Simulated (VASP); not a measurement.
# LiF in VASP: one cell, several levels of theory, part 1 of 2

What does VASP give for rocksalt LiF, under +3.6 % biaxial strain in the (111) plane, free along [111], the cell held fixed? Runs: PBE, r2SCAN. The results are then set beside those of Ansatz 0.2.0 for the same cell.

Program: VASP 6.6.1. PAW datasets, plane waves. Spin-unpolarised throughout; all numbers are computed.

## (1) The cell

The cell comes from an earlier relaxation with r2SCAN in another program, then strained, with the atoms relaxed again.

Space group R-3m (No. 166), trigonal; a = 2.923 Å, c = 6.812 Å in the conventional setting, 8.40 Å³ an atom. Li has 6 F at 2.03 Å; F has 6 Li at 2.03 Å.

The structure in full:

```xyz
2
Lattice="-0.0670 2.0001 2.0001 2.0001 -0.0670 2.0001 2.0001 2.0001 -0.0670" Properties=species:S:1:pos:R:3 pbc="T T T"
Li    0.0000    0.0000    0.0000
F     1.9665    1.9665    1.9665
```

## (2) PBE at this geometry

INCAR

```
ENCUT = 520.000000
SIGMA = 0.020000
EDIFF = 1.00e-07
GGA = PE
PREC = Accurate
IBRION = -1
ISIF = 2
ISMEAR = -1
NBANDS = 12
NELM = 120
NSW = 0
LASPH = .TRUE.
LCHARG = .TRUE.
LELF = .TRUE.
LWAVE = .FALSE.
LREAL = .FALSE.
```

KPOINTS

```
KPOINTS created by Atomic Simulation Environment
0
Gamma
10 10 10
0 0 0
```

KPOINTS_OPT

```
special points
6
Reciprocal
0.0000000000 0.0000000000 0.0000000000 1
0.5000000000 0.0000000000 0.5000000000 1
0.6250000000 0.2500000000 0.6250000000 1
0.3750000000 0.3750000000 0.7500000000 1
0.5000000000 0.5000000000 0.5000000000 1
0.5000000000 0.2500000000 0.7500000000 1
```

POSCAR

```
Li F
 1.0000000000000000
    -0.0670353019000000    2.0000507985999998    2.0000507985999998
     2.0000507985999998   -0.0670353019000000    2.0000507985999998
     2.0000507985999998    2.0000507985999998   -0.0670353019000000
 Li  F
   1   1
Cartesian
  0.0000000000000000  0.0000000000000000  0.0000000000000000
  1.9665331476499994  1.9665331476499994  1.9665331476499994
```

Potentials: the recommended PBE PAW datasets, 10 valence electrons in the neutral cell.

On the command line:

```sh
$ mpirun -np 1 vasp_std
```

Printed to the terminal (iteration lines stand in OSZICAR):

```text
POSCAR found type information on POSCAR LiF
 POSCAR found :  2 types and       2 ions
 LDA part: xc-table for (Slater+PW92), standard interpolation
 POSCAR, INCAR and KPOINTS ok, starting setup
 FFT: planning ... GRIDC
 FFT: planning ... GRID_SOFT
 FFT: planning ... GRID
 WAVECAR not read
 entering main loop
 Start KPOINTS_OPT (optional k-point list driver)
k-point batch [1-6\6]
```

OSZICAR:

```text
N       E                     dE             d eps       ncg     rms          rms(c)
DAV:   1     0.313645847113E+02    0.31365E+02   -0.53887E+03  2872   0.844E+02
DAV:   2    -0.903828761829E+01   -0.40403E+02   -0.39341E+02  3360   0.185E+02
DAV:   3    -0.101326121671E+02   -0.10943E+01   -0.10912E+01  3716   0.266E+01
DAV:   4    -0.101434122357E+02   -0.10800E-01   -0.10800E-01  3140   0.287E+00
DAV:   5    -0.101435449396E+02   -0.13270E-03   -0.13270E-03  3636   0.233E-01    0.455E+00
DAV:   6    -0.962008804330E+01    0.52346E+00   -0.25438E+00  3124   0.982E+00    0.141E+00
DAV:   7    -0.962410643244E+01   -0.40184E-02   -0.18064E-02  3708   0.118E+00    0.867E-01
DAV:   8    -0.963083151840E+01   -0.67251E-02   -0.15599E-02  3436   0.130E+00    0.114E-01
DAV:   9    -0.963085162228E+01   -0.20104E-04   -0.94837E-04  3264   0.278E-01    0.443E-02
DAV:  10    -0.963095309042E+01   -0.10147E-03   -0.14456E-04  3192   0.934E-02    0.165E-02
DAV:  11    -0.963095198314E+01    0.11073E-05   -0.71083E-06  3584   0.247E-02    0.198E-03
DAV:  12    -0.963095208128E+01   -0.98146E-07   -0.52708E-07  3296   0.623E-03
   1 F= -.96309521E+01 E0= -.96309521E+01  d E =-.219539E-10
       N       E                     dE             ncg
DAV:   1     0.105748699012E+04   -0.29086E+04      160
DAV:   2     0.835423527885E+03   -0.22206E+03      184
DAV:   3     0.830166519902E+03   -0.52570E+01      188
DAV:   4     0.830135325529E+03   -0.31194E-01      184
DAV:   5     0.830135092567E+03   -0.23296E-03      180
DAV:   6     0.830135090179E+03   -0.23874E-05      196
DAV:   7     0.830135090153E+03   -0.26693E-07      180
```

The lines after F= are the extra pass for the points of KPOINTS_OPT, at fixed density; their E is not a total energy.

From OUTCAR:

```text
k-points           NKPTS =    116   k-points in BZ     NKDIM =    116   number of bands    NBANDS=     12

   NELECT =      10.0000    total number of electrons

   dimension x,y,z NGX =    24 NGY =   24 NGZ =   24
   dimension x,y,z NGXF=    48 NGYF=   48 NGZF=   48

  energy-cutoff  :      520.00
  volume of cell :       16.81
      direct lattice vectors                 reciprocal lattice vectors
    -0.067035302  2.000050799  2.000050799    -0.237763674  0.246009112  0.246009112
     2.000050799 -0.067035302  2.000050799     0.246009112 -0.237763674  0.246009112
     2.000050799  2.000050799 -0.067035302     0.246009112  0.246009112 -0.237763674

 k-points in reciprocal lattice and weights: KPOINTS created by Atomic Simulation Env
   0.00000000  0.00000000  0.00000000       0.001
   0.10000000  0.00000000  0.00000000       0.006
   0.20000000  0.00000000  0.00000000       0.006
   0.30000000  0.00000000 -0.00000000       0.006
   0.40000000  0.00000000 -0.00000000       0.006
   0.50000000  0.00000000  0.00000000       0.003
   0.10000000  0.10000000  0.00000000       0.006
   0.20000000  0.10000000  0.00000000       0.012
[... 108 more k-points ...]

 E-fermi :  -0.6530

 k-point     1 :       0.0000    0.0000    0.0000
  band No.  band energies     occupation
      1     -42.1807      2.00000
      2     -21.0776      2.00000
      3      -1.2567      2.00000
      4      -1.2567      2.00000
      5      -1.0159      2.00000
      6       7.6515      0.00000
      7      22.2296      0.00000
      8      22.2296      0.00000
      9      22.3298      0.00000
     10      22.3298      0.00000
     11      22.6360      0.00000
     12      24.0312      0.00000

 k-point     2 :       0.1000    0.0000    0.0000
  band No.  band energies     occupation
      1     -42.1761      2.00000
      2     -21.0432      2.00000
      3      -1.5129      2.00000
      4      -1.2727      2.00000
      5      -1.0587      2.00000
      6       7.9403      0.00000
      7      19.5326      0.00000
      8      21.0116      0.00000
      9      21.6158      0.00000
     10      23.3632      0.00000
     11      24.0390      0.00000
     12      24.6517      0.00000

 k-point     3 :       0.2000    0.0000    0.0000
  band No.  band energies     occupation
      1     -42.1636      2.00000
      2     -20.9489      2.00000
      3      -2.1636      2.00000
      4      -1.3135      2.00000
      5      -1.1278      2.00000
      6       8.5976      0.00000
      7      17.1743      0.00000
      8      19.6342      0.00000
      9      20.2249      0.00000
     10      24.6181      0.00000
     11      24.9320      0.00000
     12      26.0617      0.00000

 k-point     4 :       0.3000    0.0000   -0.0000
  band No.  band energies     occupation
      1     -42.1482      2.00000
      2     -20.8283      2.00000
      3      -2.8906      2.00000
      4      -1.3620      2.00000
      5      -1.2018      2.00000
      6       9.1902      0.00000
      7      15.7157      0.00000
      8      18.4615      0.00000
      9      19.0399      0.00000
     10      26.2114      0.00000
     11      26.2171      0.00000
     12      27.6995      0.00000

 k-point     5 :       0.4000    0.0000   -0.0000
  band No.  band energies     occupation
      1     -42.1358      2.00000
      2     -20.7268      2.00000
      3      -3.4317      2.00000
      4      -1.3996      2.00000
      5      -1.2588      2.00000
      6       9.4467      0.00000
      7      15.1425      0.00000
      8      17.6964      0.00000
      9      18.2752      0.00000
     10      27.7467      0.00000
     11      27.9090      0.00000
     12      29.3278      0.00000

 k-point     6 :       0.5000    0.0000    0.0000
  band No.  band energies     occupation
      1     -42.1310      2.00000
      2     -20.6870      2.00000
      3      -3.6299      2.00000
      4      -1.4137      2.00000
      5      -1.2801      2.00000
      6       9.4825      0.00000
      7      15.0446      0.00000
      8      17.4323      0.00000
      9      18.0120      0.00000
     10      28.7837      0.00000
     11      28.8118      0.00000
     12      30.1549      0.00000

 k-point     7 :       0.1000    0.1000    0.0000
  band No.  band energies     occupation
      1     -42.1742      2.00000
      2     -21.0277      2.00000
      3      -1.4620      2.00000
      4      -1.3582      2.00000
      5      -1.1538      2.00000
      6       8.0615      0.00000
      7      20.3101      0.00000
      8      20.3315      0.00000
      9      20.9564      0.00000
     10      21.6032      0.00000
     11      25.1292      0.00000
     12      25.7197      0.00000

 k-point     8 :       0.2000    0.1000    0.0000
  band No.  band energies     occupation
      1     -42.1641      2.00000
      2     -20.9480      2.00000
      3      -1.9874      2.00000
      4      -1.3908      2.00000
      5      -1.2442      2.00000
      6       8.6528      0.00000
      7      17.8141      0.00000
      8      19.7720      0.00000
      9      20.2376      0.00000
     10      21.6430      0.00000
     11      26.3192      0.00000
     12      27.3879      0.00000

 k-point     9 :       0.3000    0.1000   -0.0000
  band No.  band energies     occupation
      1     -42.1498      2.00000
      2     -20.8318      2.00000
      3      -2.6965      2.00000
      4      -1.4552      2.00000
      5      -1.3209      2.00000
      6       9.3455      0.00000
      7      16.0126      0.00000
      8      18.6346      0.00000
      9      19.2497      0.00000
     10      23.0492      0.00000
     11      27.5516      0.00000
     12      28.7224      0.00000

 k-point    10 :       0.4000    0.1000    0.0000
  band No.  band energies     occupation
      1     -42.1365      2.00000
      2     -20.7213      2.00000
      3      -3.2848      2.00000
      4      -1.5403      2.00000
      5      -1.3764      2.00000
      6       9.7774      0.00000
      7      15.1129      0.00000
      8      17.8336      0.00000
      9      18.4737      0.00000
     10      24.7985      0.00000
     11      28.9118      0.00000
     12      29.8870      0.00000

[... the tables of k-points 11 to 116 left out ...]

  Total       -0.0357393     -0.0357393     -0.0357393      0.1944522      0.1944522      0.1944522
  in kB       -3.4072832     -3.4072832     -3.4072832     18.5385167     18.5385167     18.5385167
  external PRESSURE =      -3.4072832 kB  Pullay stress =       0.0000000 kB

 POSITION                                       TOTAL-FORCE (eV/Angst)
 -----------------------------------------------------------------------------------
      0.00000      0.00000      0.00000        -0.000000      0.000000      0.000000
      1.96653      1.96653      1.96653         0.000000     -0.000000     -0.000000
 -----------------------------------------------------------------------------------
    total drift:                               -0.000000     -0.000000      0.000000

  FREE ENERGIE OF THE ION-ELECTRON SYSTEM (eV)
  ---------------------------------------------------
  free  energy   TOTEN  =        -9.6309520813 eV

  energy  without entropy=       -9.6309520813  energy(sigma->0) =       -9.63095208
```

Hardware: 1 MPI rank of Intel Xeon Platinum 8488C, shared host.

The levels at the points of KPOINTS_OPT are read from vasprun.xml.

Levels at the named points, in eV from the top of band v (v: the last filled band by count, c: the next):

```tsv
point	v−1	v	c	c+1
Γ	-0.24	0.00	8.67	23.25
X	-1.26	-0.97	14.35	16.10
U	-1.60	-0.98	13.93	14.56
K	-1.60	-0.98	13.93	14.56
L	-0.51	-0.51	10.29	16.79
W	-2.11	-0.93	14.44	14.84
```

Gap with PBE: 8.67 eV, direct (Γ). The pressure is -0.34 GPa; the forces vanish within 0.01 eV/Å.

Axes a, b and c in the maps are those of this run's conventional cell (a, b, c = 2.923, 2.923, 6.812 Å).

Density in a lattice plane of the grid's cell (edges 2.92 and 6.81 Å, at 0.000 of the third edge), which holds Li and F.

Values in e/Å³, 12 rows by 6 columns:
```
 0.53  0.12  0.15  0.24  0.15  0.12
 0.04  0.08  0.29  0.54  0.29  0.08
 0.04  0.06  0.15  0.26  0.15  0.06
 0.15  0.10  0.07  0.08  0.07  0.10
 2.64  0.96  0.16  0.05  0.16  0.96
13.98  4.16  0.32  0.07  0.32  4.16
 2.64  0.96  0.16  0.05  0.16  0.96
 0.15  0.10  0.07  0.08  0.07  0.10
 0.04  0.06  0.15  0.26  0.15  0.06
 0.04  0.08  0.29  0.54  0.29  0.08
 0.53  0.12  0.15  0.24  0.15  0.12
10.61  1.39  0.07  0.08  0.07  1.39
```
Columns run along the first of these edges and rows up along the second, over one cell in 6 and 12 even steps from the bottom left corner. Atoms in the plane (fractional): Li at (0.00, 0.00), F at (1.00, 0.50).

ELF in the same plane.

Ten even steps from ' ' (0.01) to '@' (1.00):
```
@@++    ......    ++
      ::==++==::    
    ..==******==..  
    ..==******==..  
      ::------::    
                    
==--..          ..--
####**::      ::**##
######++..  ..++####
==**%%**::  ::**%%**
######++..  ..++####
####**::      ::**##
==--..          ..--
                    
      ::------::    
    ..==******==..  
    ..==******==..  
      ::==++==::    
@@++    ......    ++
@@@@..          ..@@
```
Columns run along the first of these edges and rows up along the second, over one cell in 10 and 20 even steps from the bottom left corner. Atoms in the plane (fractional): Li at (0.00, 0.00), F at (1.00, 0.50).

Both are smooth fields of the valence electrons: close to the nuclei they are not physical.

Maxima of ELF outside the ion cores: 0.83 in the shell around F, 0.6 Å from F.

(Continued in part 2 of 2.)
